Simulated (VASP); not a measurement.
**Ni under changes of volume**

One of the cells (10.434 Å³/atom); the others are scaled copies at fixed shape and fractional positions:

```
Ni
1.0
    -1.37657    1.37657    1.37657
     1.37657   -1.37657    1.37657
     1.37657    1.37657   -1.37657
Ni
1
Direct
  0.00000 0.00000 0.00000
```

This isn't the form of Ni at room conditions, which is fcc.

```yaml
Program: VASP 6.6.1
Functional: PBEsol
Potentials_or_basis: VASP PAW PBE potentials, release 64 (Ni)
Cutoff: 520 eV
k_mesh: 12 × 12 × 12
Occupations: fermi-dirac, width 0.05 eV
Spin: collinear spin, ferromagnetic start
Starting_moments: "[1.0] μB"
```

| volume (Å³/atom) | energy over the lowest point (meV/atom) | pressure (GPa) | moment (μB per cell) |
| --- | --- | --- | --- |
| 10.017 | 12.90 | 10.1 | 0.40 |
| 10.225 | 3.14 | 4.8 | 0.42 |
| 10.434 | 0.00 | 0.0 | 0.44 |
| 10.643 | 2.69 | -4.0 | 0.45 |
| 10.852 | ? | ? | ? |

**Question.** What does the run at 10.852 Å³/atom give?

**Answer.** Energy over the lowest point 10.56 meV/atom; pressure -7.7 GPa; moment 0.47 μB per cell.

Worked out: A Birch-Murnaghan fit of order 2 (a polynomial in V^(-2/3)) to the other rows has its minimum at 10.44 Å³/atom with B0 = V·E''(V) = 227 GPa. It gives 10.82 meV/atom at 10.852 Å³/atom, against the run's 10.56, and -dE/dV = -8.1 GPa, against -7.7. A straight line through the other rows of the moment, of slope 0.0814 μB per Å³/atom, extrapolates to 0.47 μB, against the run's 0.47.

Energies are extrapolated to zero smearing.

Caveats: the PAW data sets were made with another functional, which shifts forces and pressure a little.
